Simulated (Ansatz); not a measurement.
Al and the effect of the functional

Symmetry: Fm-3m, No. 225, cubic system. Conventional cell: a = 4.050 Å, b = 4.050 Å, c = 4.050 Å, α = 90.00°, β = 90.00°, γ = 90.00°. Al (site symmetry m-3m) has 12 Al at 2.86 Å as nearest neighbours.

Kept alike: task band structure; k mesh 11 × 11 × 11; occupations fermi-dirac, width 0.05 eV; no spin polarisation. Program: Ansatz, Ansatz PAW. Cutoffs run from 420 to 500 eV. The mesh is that of the run's cell of 1 atom. No spin-orbit coupling.

| functional | pressure (GPa) |
| --- | --- |
| BLYP | 3.02 |
| LDA | -3.66 |
| PBE | -0.42 |
| PBEsol | -1.93 |
| RPBE | 1.03 |
| r2SCAN | -3.35 |
| revPBE | 0.70 |

Pressure is positive in compression, with a Pulay correction for the finite cutoff. For a metal such a mesh leaves the last digits unconverged. All rows use potentials made for PBE.

Question: What does the functional change here?

Answer: The pressure runs from -3.66 (LDA) to 3.02 GPa (BLYP). From PBE: BLYP +3.44; LDA -3.24; PBEsol -1.51; RPBE +1.45; r2SCAN -2.93; revPBE +1.12. A positive pressure means that the functional's own cell is larger than the one given, a negative one that it is smaller.
